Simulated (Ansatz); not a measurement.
Runs of Ansatz 0.2.0 on Te. Symmetry: P4_132, No. 213, cubic system. The conventional cell has a = 5.223 Å, b = 5.223 Å, c = 5.223 Å, α = 90.00°, β = 90.00°, γ = 90.00°. Around Te (site symmetry 32) lie 6 Te at 3.20 Å. The cell was built by a generator and needn't be a form met in nature.

```csv
task,level,cell,points for each segment of the path,gap on the mesh (eV),pressure (GPa)
band structure,PBE,as given,14,none,0.1
relaxation of the atoms,PBE,atoms relaxed,-,none,0.1
band structure,RPBE,as given,14,none,(b)
band structure,revPBE,as given,14,none,(a)
band structure,LDA,as given,14,none,-2.9
band structure,PBEsol,as given,14,none,-2.1
band structure,BLYP,as given,14,none,3.7
```

Alike in all rows: potentials or basis Ansatz PAW; no spin polarisation; k mesh 4 × 4 × 4; cutoff (eV) 420; smearing fermi-dirac 0.05 eV.

Fill in the values left out.

(a) 1.0; (b) 1.3.

Caveats: spin-orbit coupling is left out, which moves the levels of the heavy elements (some runs); the PAW data sets come from PBE, with cores solved anew for the run's functional, which leaves a small shift of forces and pressure (some runs); the relaxation stopped at its first step, so nothing moved (some runs); the thresholds are loose for stress (some runs).

A k mesh can miss the band edges, and the runs leave out spin-orbit coupling on Te.

A gap of «none» marks a metal or a gap under the smearing width.
